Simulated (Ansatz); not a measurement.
# ZnS: the cost of one run

Computed with Ansatz 0.2.0 (DFT HSE06, scalar-relativistic, plane waves, PAW).

The COD entry's cell or inner coordinates are ideal or old and differ from later refinements, so a difference from it is no clean test against experiment.

1 further run of the same task is left out (set aside as unsound or not needed).

## Step 1: The structure to begin with

The structure is cubic, space group F-43m (No. 216). The conventional cell has a = 5.443 Å, b = 5.443 Å, c = 5.443 Å, α = 90.00°, β = 90.00°, γ = 90.00°. Around Zn (site symmetry -43m) lie 4 S at 2.36 Å. Around S (site symmetry -43m) lie 4 Zn at 2.36 Å.

As a file:

```
CELL_PARAMETERS angstrom
0.00000 2.72148 2.72148
2.72148 0.00000 2.72148
2.72148 2.72148 0.00000
ATOMIC_POSITIONS crystal
Zn 0.25000 0.25000 0.25000
S 0.00000 0.00000 0.00000
```

This cell was relaxed beforehand with the same method: volume 20.16 Å³/atom, gap on the mesh 2.02 eV.

## Step 2: Level of theory: HSE06

Input file input.yaml:

```yaml
crystal:
  lattice:
    - [0.0, 2.7214810264, 2.7214810264]
    - [2.7214810264, 0.0, 2.7214810264]
    - [2.7214810264, 2.7214810264, 0.0]
  atoms:
    - { symbol: Zn, position: [0.25, 0.25, 0.25] }
    - { symbol: S, position: [0.0, 0.0, 0.0] }
basis:
  ecutwfc: 420
kpoints:
  mp_grid: { grid: [6, 6, 6] }
  band_path:
    path:
      - [[0.0, 0.0, 0.0], [-0.5, -0.5, 0.0], [-0.375, -0.375, 0.25]]
      - [[-0.375, 0.0, 0.375], [0.0, 0.0, 0.0], [0.0, 0.0, 0.5], [-0.5, -0.25, 0.25], [-0.5, -0.5, 0.0]]
    npoints: 4
hamiltonian:
  xc: hse06
scf:
  occupations: { method: gaussian, width: 0.02 }
output:
  forces: true
  stress: true
  eigenvalues: true
  populations: true
  dos: { projected: true, de: 0.02 }
  bader: false
```

Run with:

```sh
$ ansatz run input.yaml --threads 2 --pin off --max-ram 5120MiB --backend cpu --events-out ev --progress --plain --runs-dir out
```

Q: Estimate wall time and peak memory on 2 threads of Arm Neoverse V2, shared host.

About 98 s, with a peak of 1.1 GiB.
